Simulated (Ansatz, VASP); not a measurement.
**Sn: VASP beside Ansatz**

```
Sn
1.0
    -1.72654    1.77555    2.33834
     1.72654   -1.77555    2.33834
     1.72654    1.77555   -2.33834
Sn
1
Direct
  0.00000 0.00000 0.00000
```

This isn't the form of Sn at room conditions, which is tetragonal (white tin).

Alike in both runs: task single point; functional PBE; k mesh 11 × 11 × 11; occupations fermi-dirac, width 0.05 eV; no spin polarisation.

|  | VASP | Ansatz |
| --- | --- | --- |
| version | VASP 6.6.1 | Ansatz 0.2.0 |
| potentials or method | VASP PAW PBE potentials, release 64 (Sn_d) | Ansatz PAW |
| plane-wave cutoff (eV) | 520 | 420 |
| valence electrons in the cell | 14 | 14 |

VASP gave:

```
gap on the k mesh at the Fermi level (eV)       : none
pressure (GPa)                                  : -1.1
largest component of the traceless stress (GPa) : 1.03
```

Task: Estimate Ansatz's values.

Result: gap on the k mesh at the Fermi level (eV): none; pressure (GPa): -1.0; largest component of the traceless stress (GPa): 1.03.

A gap of «none» marks a metal or a gap that the smearing closes.
